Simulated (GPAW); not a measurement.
The system is Cr.

```
Cr
1.0
     1.14705   -2.46703    0.00000
     1.14705    2.46703    0.00000
     0.00000    0.00000    4.06431
Cr
2
Direct
  0.87053 0.12947 0.75000
  0.12947 0.87053 0.25000
```

This isn't the form of Cr at room conditions, which is bcc.

Program: GPAW 26.7.0. Alike in all runs: task band structure; level PBEsol+U; potentials or basis PAW data sets generated in the run's folder for this functional, pw; spin collinear, ferromagnetic start; cell as given; k mesh 9 × 9 × 5; cutoff (eV) 600; smearing fermi-dirac 0.05 eV.

Task: Order these runs on this cell by their pressure, lowest first.
A. U Cr d U = 8 eV
B. U Cr d U = 4 eV
C. U Cr d U = 6 eV
D. U Cr d U = 3 eV

Result: D (44.1 GPa), B (87.3 GPa), C (116.4 GPa), A (125.1 GPa).

Caveats: a pressure of tens of GPa on the cell as given is suspect, and the run, the potentials or the cell itself is likely at fault; the U is typed as a test and isn't derived for this compound.
